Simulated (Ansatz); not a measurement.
# HfC (P6_3/mmc) in Ansatz: band structure with PBEsol

Aim: the band structure of HfC with PBEsol.

Everything below comes from runs of Ansatz 0.2.0. Logs are shortened: lines on timing, memory, paths and dates and some standing lists are left out, and cuts for length are marked.

## Step 1: Starting point

The structure is hexagonal, space group P6_3/mmc (No. 194). Conventional cell: a = 3.343 Å, b = 3.343 Å, c = 5.203 Å, α = 90.00°, β = 90.00°, γ = 120.00°. Around Hf (site symmetry -6m2) lie 6 C at 2.33 Å. Around C (site symmetry -3m) lie 6 Hf at 2.33 Å and 2 C at 2.60 Å.

The cell comes from a database or a generator and needn't be the stable form of this composition.

## Step 2: Band structure, PBEsol

Input file input.yaml:

```yaml
crystal:
  lattice:
    - [3.3428660531, 0.0, 0.0]
    - [-1.6714330265, 2.8950069234, 0.0]
    - [0.0, 0.0, 5.202714]
  atoms:
    - { symbol: Hf, position: [0.3333333333, 0.6666666667, 0.25] }
    - { symbol: Hf, position: [0.6666666667, 0.3333333333, 0.75] }
    - { symbol: C, position: [0.0, 0.0, 0.5] }
    - { symbol: C, position: [0.0, 0.0, 0.0] }
hamiltonian:
  xc: pbesol
  pseudopotentials: { kind: paw }
kpoints:
  mp_grid: { grid: [9, 9, 5] }
  band_path:
    path:
      - [[0.0, 0.0, 0.0], [0.5, 0.0, 0.0], [0.3333333333, 0.3333333333, 0.0], [0.0, 0.0, 0.0], [0.0, 0.0, 0.5], [0.5, 0.0, 0.5], [0.3333333333, 0.3333333333, 0.5], [0.0, 0.0, 0.5]]
      - [[0.5, 0.0, 0.5], [0.5, 0.0, 0.0]]
      - [[0.3333333333, 0.3333333333, 0.0], [0.3333333333, 0.3333333333, 0.5]]
    npoints: 14
scf:
  occupations: { method: fermi_dirac, width: 0.05 }
  n_extra_bands: 10
output:
  forces: true
  stress: true
  eigenvalues: true
  fatbands: true
```

Potentials or basis: Ansatz PAW.

Run with:

```bash
$ ansatz run input.yaml --threads 2 --pin off --max-ram 5632MiB --backend cpu --events-out ev --progress --plain --runs-dir out
```

Output:

```text
Warning: RAYON_NUM_THREADS=2 ignored (pool sized by the plan → 2); use --threads N
scf.n_extra_bands = 10 over 30 filled bands (N_el = 60.0): the run solves 40 bands
Engine: ansatz 0.2.0, x86_64-unknown-linux-gnu
Pseudopotentials: kind: paw
Pseudopotential: Hf, paw, valence charge 26, recommended cutoff 420 eV (normal), Hf.paw.azcp
Pseudopotential: C, paw, valence charge 4, recommended cutoff 420 eV (normal), C.paw.azcp
Functional definition: PBEsol
  exchange = pbesol_x
  correlation = pbesol_c
Crystal: 4 atoms, lattice volume = 50.350 Å³
Basis set: ecut = 420 eV, 977 PW (Γ), exchange–correlation on 48×48×72 points (8 copies of the dense FFT grid, shifted against one another)
Bands: 40, of which v1, the nominal top of the filled ones, is band 30 counted from 1 (29 counted from 0)
Symmetry: 24 space group operations
Space group: P63/mmc (ITA 194), of the structure as read, at distance tolerance 3.7e-5 Å
k-points: 36 of 405
Non-local potential: Hf, projectors of the file, l = 0: 3, l = 1: 2, l = 2: 2, l = 3: 3
Non-local potential: C, projectors of the file, l = 0: 2, l = 1: 2, l = 2: 1
PAW form: soft (Blöchl's): semilocal exchange-correlation on the pseudo side does not see the compensation charge
PAW frozen core: Hf, regenerated for the run's functional, and the local potential with it (the file was generated under x = pbe(κ = 0.804, μ = 0.2195149727645171), c = pbe(β = 0.06672455060314922))
PAW frozen core: C, regenerated for the run's functional, and the local potential with it (the file was generated under x = pbe(κ = 0.804, μ = 0.2195149727645171), c = pbe(β = 0.06672455060314922))
PAW one-centre angular grid: Hf, 590 points (default); XC on 64 Gauss nodes
PAW one-centre angular grid: C, 110 points (default); XC on 64 Gauss nodes
Initial density: superposition of atomic densities (neutral atoms: chi_scale 0, normalization atom), corrected by the library's trained network
Initial wavefunctions: pseudopotential atomic-orbital guess
Functional: x = pbesol(κ = 0.804, μ = 0.12345679012345678), c = pbesol(β = 0.046)
SCF iter   1: F=—  HF=-31692.646774 eV  |F-HF|=—  |Δ(HF+E_count)|=         —  Δρ=1.47e-2  dr2=1.34e-1  ethr=1.77e-3  ⟨swp⟩=4.9  Hψ=4623  notcnv=0  defer=25
preconditioner: auto → Kerker (q_TF=auto, 2.809 Å⁻¹)  [metal: Δε(μ)=0.027 eV  Ē_g=18.747 eV  σ=0.050 eV  W_gap=0.13  n_scr=22 (ndim 8)  ℏωp=39.2 eV  f_vac=0.000  D(μ)=0.73/eV (n_scr^D=2)]
SCF iter   2: F=—  HF=-31692.619535 eV  |F-HF|=—  |Δ(HF+E_count)|=   2.72e-2  Δρ=5.48e-3  dr2=1.43e-2  ethr=2.24e-4  ⟨swp⟩=2.0  Hψ=1970  notcnv=0  defer=112
SCF iter   3: F=—  HF=-31692.617217 eV  |F-HF|=—  |Δ(HF+E_count)|=   2.32e-3  Δρ=1.66e-3  dr2=6.85e-4  ethr=2.38e-5  ⟨swp⟩=2.0  Hψ=2123  notcnv=0  defer=112
SCF iter   4: F=—  HF=-31692.616883 eV  |F-HF|=—  |Δ(HF+E_count)|=   3.33e-4  Δρ=1.04e-3  dr2=2.60e-4  ethr=1.14e-6  ⟨swp⟩=2.1  Hψ=2436  notcnv=0  defer=112
SCF iter   5: F=—  HF=-31692.616892 eV  |F-HF|=—  |Δ(HF+E_count)|=   8.06e-6  Δρ=1.88e-4  dr2=1.77e-5  ethr=4.33e-7  ⟨swp⟩=2.0  Hψ=2289  notcnv=0  defer=112
SCF iter   6: F=—  HF=-31692.616904 eV  |F-HF|=—  |Δ(HF+E_count)|=   1.22e-5  Δρ=4.15e-5  dr2=8.35e-7  ethr=2.94e-8  ⟨swp⟩=2.0  Hψ=2397  notcnv=0  defer=112
SCF iter   7: F=—  HF=-31692.616904 eV  |F-HF|=—  |Δ(HF+E_count)|=   6.73e-8  Δρ=9.25e-6  dr2=5.26e-8  ethr=1.67e-10  ⟨swp⟩=10.7  Hψ=7766  notcnv=0
SCF iter   8: F=-31692.616904 eV  HF=-31692.616904 eV  |F-HF|=2.66e-9  |Δ(HF+E_count)|=   1.03e-7  Δρ=2.32e-6  dr2=2.00e-9  ethr=8.77e-11  ⟨swp⟩=5.8  Hψ=5683  notcnv=0
SCF 1 converged in 8 iterations: F = -31692.616904 eV  dr2 = 2.00e-9
NSCF: frozen V_eff on 129 k-points
SCF converged after 8 iterations
Free energy (F): -31692.616904 eV
Harris-Foulkes:  -31692.616904 eV  (|F-HF|=2.66e-9)
Internal energy: -31692.611996 eV  (E = F + TS)
E sigma→0 (E₀):  -31692.614450 eV
Entropy (-TS):   -0.004907 eV (-1.227 meV/atom)
Fermi energy:    20.355699 eV
--- Per-component energies (eV) ---
  E_band       = 218.834759
  E_kinetic    = 1021.751710
  E_local      = -10004.316417  (includes V_loc(G=0)·N_el)
  E_nonlocal   = -2422.783450
  E_hartree    = 4724.917839
  E_xc         = -692.018751
  E_vxc        = -652.403893  (∫ρ·V_xc dr)
  E_paw        = -13804.310058  (= ΣΔE_a)
  E_vpaw       = 2826.750074  (= ΣTr[D̂ρ^β])
  E_aug_tail   = 0.000010  (compensation charges beyond the density's cutoff)
  E_ewald      = -10518.397263
  E_core_change = 2.544384  (= ΣΔE_core)
  E_smearing   = -0.004907  (= −TS)
  E_closure    = 0.000000  (closes the sum)
  Σ components = -31692.616904   (vs F -31692.616904, Δ=0.00e0)
--- Forces (eV/Å), atoms counted from 1 ---
  atom   1  Hf    -0.00000000     0.00000000     0.00000000
  atom   2  Hf     0.00000000    -0.00000000    -0.00000000
  atom   3  C     -0.00000000    -0.00000000    -0.00000000
  atom   4  C     -0.00000000     0.00000000    -0.00000000
  max |Σ_I F_I| component: 1.85e-17 eV/Å
--- Stress (GPa, compression-positive) ---
       -8.398306      -0.000000      -0.000000
        0.000000      -8.398306      -0.000000
       -0.000000      -0.000000      -5.301597
  P = ⅓ Tr σ = -7.3661 GPa (-73.661 kbar)
--- Band table (eV; the first three rows and the last of 36) ---
  k-point 0: bands = ["-41.0266", "-40.9771", "-10.1840", "-9.6108", "-9.6108", "-9.5206", "-9.5206", "-9.4372", "7.3645", "8.9900", "9.0005", "9.0042", "9.0114", "9.0114", "9.0485", "9.0485", "9.0553", "9.0553", "9.0668", "9.0739", "9.0739", "9.0763", "9.0797", "11.9064", "13.5163", "17.2864", "17.2864", "19.2449", "19.2449", "21.3856", "21.7975", "21.7975", "22.2696", "22.2696", "22.7339", "23.8550", "24.4390", "28.5112", "28.5112", "29.2750"]
  k-point 1: bands = ["-41.0219", "-40.9818", "-10.1173", "-9.6022", "-9.6022", "-9.5292", "-9.5292", "-9.5136", "7.6158", "8.9520", "9.0091", "9.0092", "9.0092", "9.0185", "9.0406", "9.0406", "9.0579", "9.0579", "9.0766", "9.0794", "9.0798", "9.0827", "9.0827", "10.9580", "14.6142", "17.3296", "17.3296", "18.7392", "18.7392", "20.2731", "22.6095", "22.6095", "22.6992", "22.6992", "22.9955", "24.0825", "25.0695", "27.7906", "27.8912", "27.8912"]
  k-point 2: bands = ["-41.0095", "-40.9942", "-9.9384", "-9.7081", "-9.5797", "-9.5797", "-9.5518", "-9.5518", "8.2821", "8.8342", "9.0109", "9.0109", "9.0207", "9.0220", "9.0220", "9.0264", "9.0747", "9.0747", "9.0775", "9.0785", "9.0851", "9.0851", "9.1620", "9.7344", "16.3773", "17.5357", "17.5357", "18.0133", "18.0133", "18.3226", "23.8165", "23.8165", "23.8771", "24.0730", "24.0730", "24.5600", "25.3648", "25.7456", "26.1831", "26.1831"]
  k-point 35: bands = ["-40.9770", "-40.9770", "-10.0061", "-10.0061", "-9.9556", "-9.8681", "-9.5660", "-9.5660", "8.9300", "8.9697", "9.0196", "9.0196", "9.0416", "9.0416", "9.0437", "9.0517", "9.0559", "9.0559", "9.0570", "9.0570", "9.0625", "9.0625", "10.3894", "10.6163", "15.2638", "15.2638", "17.3226", "17.8655", "17.8655", "18.7094", "22.1478", "22.1478", "23.8729", "23.8729", "27.1862", "27.4326", "27.5408", "27.5408", "28.4388", "28.5147"]
```

bands.tsv:

```text
# k_distance	band_0	band_1	band_2	band_3	band_4	band_5	band_6	band_7	band_8	band_9	band_10	band_11	band_12	band_13	band_14	band_15	band_16	band_17	band_18	band_19	band_20	band_21	band_22	band_23	band_24	band_25	band_26	band_27	band_28	band_29	band_30	band_31	band_32	band_33	band_34	band_35	band_36	band_37	band_38	band_39
[... 149 lines left out ...]
7.741025	-61.332691	-61.332691	-30.371747	-30.371747	-30.267757	-30.267757	-29.910913	-29.910913	-11.406146	-11.406146	-11.335441	-11.335441	-11.314034	-11.314034	-11.309205	-11.309205	-11.299984	-11.299984	-11.297197	-11.297197	-11.295279	-11.295279	-9.854102	-9.854102	-5.143875	-5.143875	-2.412497	-2.412497	-2.379223	-2.379223	1.932657	1.932657	3.324679	3.324679	7.069922	7.069922	7.113963	7.113963	7.983676	7.983676
```

Wall time 8.7 s (2 threads of AMD EPYC 7R43 (Zen 3), shared host); peak memory 0.44 GiB.

What came out:

```yaml
Free_energy: -31692.6169 eV
Pressure: -7.4 GPa
Band_gap_on_the_k_mesh: none (metal or under the smearing width)
```

Levels at the corners of the path, in eV from the Fermi level:
```csv
point,band 26,band 27,band 28,band 29,band 30,band 31,band 32,band 33,band 34,band 35
Γ,-3.07,-3.07,-1.11,-1.11,1.03,1.44,1.44,1.91,1.91,2.38
M,-4.04,-3.45,-3.26,-1.79,-1.06,1.50,4.32,4.77,4.80,5.55
K,-4.26,-4.26,-3.54,-3.54,0.62,1.03,1.03,4.97,4.97,5.69
Γ,-3.07,-3.07,-1.11,-1.11,1.03,1.44,1.44,1.91,1.91,2.38
A,-3.02,-2.62,-2.62,-2.62,-2.62,3.97,3.97,3.97,3.97,4.07
L,-4.38,-2.99,-2.99,-2.34,-2.34,1.35,1.35,4.69,4.69,5.28
H,-5.14,-2.41,-2.41,-2.38,-2.38,1.93,1.93,3.32,3.32,7.07
A,-3.02,-2.62,-2.62,-2.62,-2.62,3.97,3.97,3.97,3.97,4.07
L,-4.38,-2.99,-2.99,-2.34,-2.34,1.35,1.35,4.69,4.69,5.28
M,-4.04,-3.45,-3.26,-1.79,-1.06,1.50,4.32,4.77,4.80,5.55
K,-4.26,-4.26,-3.54,-3.54,0.62,1.03,1.03,4.97,4.97,5.69
H,-5.14,-2.41,-2.41,-2.38,-2.38,1.93,1.93,3.32,3.32,7.07
```

Caveat: spin-orbit coupling is left out, which moves the levels of the heavy elements; the PAW data sets come from PBE, with cores solved anew for the run's functional, which leaves a small shift of forces and pressure.

## Step 3: For comparison

An earlier run on the cell as given: functional PBEsol; potentials or basis Ansatz PAW; cutoff 420 eV (not typed: the program's choice for these potentials); k mesh 9 × 9 × 5; occupations fermi-dirac, width 0.05 eV; no spin polarisation.

- Pressure: -7.4 GPa
- Band gap on the k mesh: none (metal or under the smearing width)
